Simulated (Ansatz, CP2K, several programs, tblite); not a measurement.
Energy against volume for AgBr built on the rocksalt prototype, at fixed shape and fractional coordinates, computed by several methods (PBE and r2SCAN, where shown, with plane waves in Ansatz); the cell shown is that of r2SCAN. Space group Fm-3m (No. 225), cubic; a = 5.785 Å in the conventional setting, 24.21 Å³ an atom. Ag is surrounded by 6 Br at 2.89 Å; Br is surrounded by 6 Ag at 2.89 Å. (Simulation; spin polarisation is off.) Energies count from each curve's lowest point; fits are third-order Birch-Murnaghan.

```cif
data_structure
_symmetry_space_group_name_H-M 'Fm-3m'
_symmetry_Int_Tables_number 225
_cell_length_a 5.7855
_cell_length_b 5.7855
_cell_length_c 5.7855
_cell_angle_alpha 90.000
_cell_angle_beta 90.000
_cell_angle_gamma 90.000
_cell_volume 193.65
loop_
_atom_site_label
_atom_site_type_symbol
_atom_site_symmetry_multiplicity
_atom_site_Wyckoff_symbol
_atom_site_fract_x
_atom_site_fract_y
_atom_site_fract_z
_atom_site_occupancy
Ag1 Ag 4 a 0.00000 0.00000 0.00000 1
Br1 Br 4 b 0.50000 0.00000 0.00000 1
```

GFN1-xTB (tblite), on the shape of the cell shown, as a cluster of 64 atoms at the zone centre:
```
V (Å³/atom)  E (meV/atom)
     21.301        147.81
     22.754         50.68
     24.206          6.65
     25.658          0.00
     27.111         19.82
```
V₀ = 25.23 Å³ an atom and B₀ = 56 GPa.

Problem. GFN2-xTB (tblite), on the shape of the cell shown, as a cluster of 64 atoms at the zone centre, gives
```csv
V (Å³/atom),E (meV/atom)
21.301,60.56
22.754,12.50
24.206,0.00
25.658,13.58
27.111,44.71
```
What equilibrium volume and bulk modulus follow?

Solution. V₀ = 24.09 Å³ an atom and B₀ = 47 GPa.

light PBE (260 eV, its own mesh), on the shape of the cell shown:
```csv
V (Å³/atom),E (meV/atom)
22.270,48.13
23.238,8.05
24.206,0.00
25.174,1.67
26.143,14.02
27.111,23.73
```
The points scatter about a smooth fit, as a low cutoff and a light mesh can make them, so no fit is quoted.

PBE/SZV (CP2K), on the shape of the cell shown:
```csv
V (Å³/atom),E (meV/atom)
21.301,275.28
22.754,141.63
24.206,60.44
25.658,16.74
27.111,0.00
```
The lowest point is an end point, so the minimum isn't bracketed.

PBE, on the shape of its own relaxed cell:
```csv
V (Å³/atom),E (meV/atom)
23.404,12.72
24.151,3.08
24.898,0.00
25.645,2.41
26.392,9.32
```
V₀ = 24.92 Å³ an atom and B₀ = 39 GPa.
